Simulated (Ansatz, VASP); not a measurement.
This is a calculation of Pb (Lead) for Ansatz 0.2.0. 

File input.yaml:

```yaml
crystal:
  lattice:
    - [0.0, 2.47502, 2.47502]
    - [2.47502, 0.0, 2.47502]
    - [2.47502, 2.47502, 0.0]
  atoms:
    - { symbol: Pb, position: [0.0, 0.0, 0.0] }
hamiltonian:
  xc: pbe
  pseudopotentials: { kind: paw }
  dispersion: d4
kpoints:
  mp_grid: { grid: [9, 9, 9] }
scf:
  occupations: { method: fermi_dirac, width: 0.05 }
output:
  forces: true
  stress: true
relax:
  f_tol: 0.01
  max_steps: 40
  cell: { stress_tol: 0.05 }
```

Potentials or basis: Ansatz PAW.

The run is started by

```sh
$ ansatz run input.yaml --threads 2 --pin off --max-ram 5632MiB --backend cpu --events-out ev --progress --plain --runs-dir out
```

What does the same run look like in VASP 6.6.1? Potentials or basis there: PBE PAW files Pb_d, 600 eV.

As run (cutoffs and basis follow the program's own potentials, and thresholds, step limits or extra output files can differ):

The input INCAR:

```
PREC = Accurate ; ENCUT = 600
EDIFF = 1E-6 ; ISMEAR = -1
SIGMA = 0.05 ; LREAL = F
LASPH = T ; NELM = 60
ALGO = Normal ; ISIF = 3
LWAVE = F ; LCHARG = F
GGA = PE ; IVDW = 13
IBRION = 2 ; NSW = 60
EDIFFG = -0.01
```

KPOINTS

```
Automatic mesh
0
Gamma
  9 9 9
```

POSCAR

```
Pb
1.0
    0.0000000000      2.4750200000      2.4750200000
    2.4750200000      0.0000000000      2.4750200000
    2.4750200000      2.4750200000      0.0000000000
Pb
1
Direct
    0.0000000000      0.0000000000      0.0000000000
```

Potentials or basis: VASP PAW PBE potentials, release 64 (Pb_d).

Run with:

```console
$ cat potpaw_PBE.64/Pb_d/POTCAR > POTCAR
$ mpirun -np 1 vasp_std > vasp.out
```

Both were run:

|  | Ansatz | VASP |
| --- | --- | --- |
| Relaxed volume | 30.38 Å³/atom | 30.39 Å³/atom |
| Relaxed cell | a = 3.503 Å, b = 3.503 Å, c = 3.503 Å, α = 60.00°, β = 60.00°, γ = 60.00° | a = 3.503 Å, b = 3.503 Å, c = 3.503 Å, α = 60.00°, β = 60.00°, γ = 60.00° |
| Space group after relaxing | Fm-3m (No. 225) | Fm-3m (No. 225) |
| Pressure after relaxing | 0.0 GPa | 0.0 GPa |

Ansatz's pressure holds a Pulay term of +0.02 GPa for its cutoff of 420 eV, which the other run lacks.

Where Ansatz's input types no cutoff or centring, it takes its own default and a Γ-centred mesh.

Pressure is positive in compression.
